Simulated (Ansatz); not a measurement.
Crystal: Fe.

```
CELL_PARAMETERS angstrom
-1.44300 1.44300 1.44300
1.44300 -1.44300 1.44300
1.44300 1.44300 -1.44300
ATOMIC_POSITIONS crystal
Fe 0.00000 0.00000 0.00000
```

* Program: Ansatz 0.2.0
* Task: relaxation of cell and atoms
* Functional: PBE
* Dispersion: D4
* Potentials or basis: Ansatz PAW
* Cutoff: 420 eV (not typed: the program's choice for these potentials)
* k mesh: 13 × 13 × 13
* Occupations: fermi-dirac, width 0.05 eV
* Spin: collinear spin, ferromagnetic start
* Starting moments: [3.0] μB

At the start: volume 12.02 Å³/atom.

**Question.** How do energy, volume and symmetry change on relaxing?

**Answer.** It ends after 6 steps and the volume is 11.04 Å³/atom (-8.1 %); space group Im-3m (No. 229, to 0.05 Å); moment 2.09 μB per cell.

Step by step:
```tsv
step	energy change (eV)	largest force (eV/Å)	volume (Å³)
1	0.0000	0.0000	12.02
2	-0.0403	0.0000	11.41
3	-0.0475	0.0000	10.92
4	-0.0483	0.0000	11.04
5	-0.0483	0.0000	11.04
6	-0.0477	0.0000	11.04
```

Final structure:
```
Fe
1.0
    -1.40290    1.40290    1.40290
     1.40290   -1.40290    1.40290
     1.40290    1.40290   -1.40290
Fe
1
Direct
  0.00000 0.00000 0.00000
```

Caveat: the plane-wave basis is chosen anew once the cell has moved, so the energies of steps on either side of that aren't comparable; pairwise dispersion overbinds metals, which lowers pressure and volume.
